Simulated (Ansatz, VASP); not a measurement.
## Two plane-wave programs on CoO

```
Co O
1.0
     0.00000    2.13150    2.13150
     2.13150    0.00000    2.13150
     2.13150    2.13150    0.00000
Co O
1 1
Cartesian
  0.0000 0.0000 0.0000
  2.1315 2.1315 2.1315
```

Alike in both runs: functional LDA; k mesh 11 × 11 × 11; occupations fermi-dirac, width 0.05 eV; collinear spin.

|  | VASP | Ansatz |
| --- | --- | --- |
| version | VASP 6.6.1 | Ansatz 0.2.0 |
| potentials or method | VASP PAW LDA potentials, release 64 (Co, O) | Ansatz PAW |
| plane-wave cutoff (eV) | 520 | 420 |
| valence electrons in the cell | 15 | 23 |
| task | single point | density of states |

```csv
,VASP,Ansatz,Ansatz less VASP
gap on the k mesh at the Fermi level (eV),none,none,-
pressure (GPa),-20.6,-19.2,+1.41
net moment per atom (μB),1.38,1.44,+0.061
size of the moment on the site where the two differ most (μB),0.29,0.34,+0.047
```

Site moments also hang on the region over which each program counts them. A gap of «none» marks a metal or a gap that the smearing closes. The two sets of potentials don't hold the same shells in valence.

Caveats: so large a pressure means that the cell lies far from this level's equilibrium, or that cutoff or potentials fall short; a cell with one magnetic atom can't hold antiferromagnetic order, which such compounds often take; semilocal functionals often make such compounds metallic where correlation or magnetic order opens a gap, which also shifts bond lengths; the pressure holds a Pulay correction of +1.0 GPa for the finite cutoff (Ansatz); the PAW data sets come from PBE, with cores solved anew for the run's functional, which leaves a small shift of forces and pressure (Ansatz); the density of states is complete only up to the lowest level of the last band computed (Ansatz).
